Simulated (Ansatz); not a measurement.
# ZnS (buck sheet): the cost of one run

Method: DFT PBE, scalar-relativistic, plane waves, PAW, in Ansatz 0.2.0.

3 further runs of the same task are left out: 1 that didn't finish, 2 set aside as unsound or not needed.

**1. The system as given**

It takes space group P-6m2 (No. 187, hexagonal). The conventional cell has a = 3.886 Å, b = 3.886 Å, c = 24.739 Å, α = 90.00°, β = 90.00°, γ = 120.00°. Zn (site symmetry -6m2) is surrounded by 3 S at 2.24 Å. S (site symmetry -6m2) is surrounded by 3 Zn at 2.24 Å.

As a file:

```
Zn S
1.0
     3.88609    0.00000    0.00000
    -1.94304    3.36545    0.00000
     0.00000    0.00000   24.73887
Zn S
1 1
Cartesian
  0.0000 2.2436 9.2347
  1.9430 1.1218 9.2347
```

This sheet was relaxed beforehand with the same method; its gap on the mesh is 2.55 eV.

**2. Next: the zigzag ribbon, N = 4**

The ribbon is cut from the relaxed sheet, periodic along c; N counts formula units a period. The edge energy is the mean of both edges over the sheet, -2111.1392 eV an atom.

The cell holds 4 Zn, 4 S: a = 20.200 Å, b = 9.300 Å, c = 3.886 Å, α = 90.00°, β = 90.00°, γ = 90.00°.

**3. Relaxation**

Pressure and volume refer to the whole cell with its vacuum; only the period along c may change.

input.yaml

```yaml
crystal:
  lattice:
    - [20.2, 0.0, 0.0]
    - [0.0, 9.3, 0.0]
    - [0.0, 0.0, 3.8860864419]
  atoms:
    - { symbol: Zn, position: [0.2778581135, 0.5, 0.0] }
    - { symbol: Zn, position: [0.4444645284, 0.5, 0.5] }
    - { symbol: Zn, position: [0.6110709432, 0.5, 0.0] }
    - { symbol: Zn, position: [0.7776773581, 0.5, 0.5] }
    - { symbol: S, position: [0.2223226419, 0.5, 0.5] }
    - { symbol: S, position: [0.3889290568, 0.5, 0.0] }
    - { symbol: S, position: [0.5555354716, 0.5, 0.5] }
    - { symbol: S, position: [0.7221418865, 0.5, 0.0] }
basis:
  ecutwfc: 420
kpoints:
  mp_grid: { grid: [1, 1, 14] }
hamiltonian:
  xc: pbe
scf:
  occupations: { method: gaussian, width: 0.05 }
output:
  forces: true
  stress: true
  eigenvalues: true
  populations: true
  write_density: true
  write_potential: true
  elf: true
  volumetric_format: npy
relax:
  adjacent_minimum: "off"
  f_tol: 0.02
  max_steps: 45
  cell: { fix: [a, b, alpha, beta, gamma], stress_tol: 0.03 }
```

Launch:

```sh
ansatz run input.yaml --threads 4 --pin off --max-ram 11264MiB --backend cpu --events-out ev --progress --plain --runs-dir out
```

What time and memory should one allow on 4 threads of Intel Xeon Platinum 8488C (Sapphire Rapids), shared host?

About 63 s, with a peak of 1.2 GiB.
